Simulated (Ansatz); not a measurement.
Reaction (ligand exchange at the Si–C bond): `FC(F)(F)[SiH2]Cl` + CH₃NH₂ → `CN[SiH2]Cl` + trifluoromethane

Isolated molecules relaxed with PBE0-D4/def2-TZVP in Ansatz; ΔE leaves out vibrations. CCSD(T)/CBS is the MP2 limit (def2-TZVPP, def2-QZVPP) plus CCSD(T) − MP2 in def2-TZVPP, frozen cores. This one scheme is used for every species. Functionals use def2-TZVPP. B3LYP here is the variant with VWN-RPA as its local correlation; programs differ in this. One conformer a species, not always the lowest.

Q: Is it downhill or uphill in electronic energy at CCSD(T)/CBS, and by how much? (Best estimate.)

A: Computed: Downhill: ΔE = -25.1 kcal/mol.

Q: What do these levels give: revPBE-D4, BLYP-D4, r2SCANh-D4, r2SCAN0-D4, BHLYP-D4, B3LYP, r2SCAN0, CAM-B3LYP, MP2/def2-SVP, CCSD/def2-SVP, HF/def2-TZVPP, MP2/def2-QZVPP? (Best estimate.)

A: The calculation gave: revPBE-D4 -22.4, BLYP-D4 -23.0, r2SCANh-D4 -24.6, r2SCAN0-D4 -25.6, BHLYP-D4 -26.5, B3LYP -24.2, r2SCAN0 -25.5, CAM-B3LYP -24.9, MP2/def2-SVP -26.8, CCSD/def2-SVP -25.7, HF/def2-TZVPP -28.3, MP2/def2-QZVPP -27.0 kcal/mol.

Largest T1 diagnostic among the species: 0.012.

From r2SCAN to r2SCAN0 (25 % exact exchange), in def2-TZVPP and without D4, ΔE moves by −1.5 kcal/mol. In def2-TZVPP, CCSD(T) changes the Hartree–Fock value by +2.5 kcal/mol (the triples alone add +0.4 kcal/mol) and MP2 by +0.9 kcal/mol. Leaving LDA and LC-ωPBE aside and taking each functional with its dispersion term where it has one, the values spread over 4.1 kcal/mol, from BHLYP-D4 to revPBE-D4. LDA lies −1.5 kcal/mol from PBE without D4.
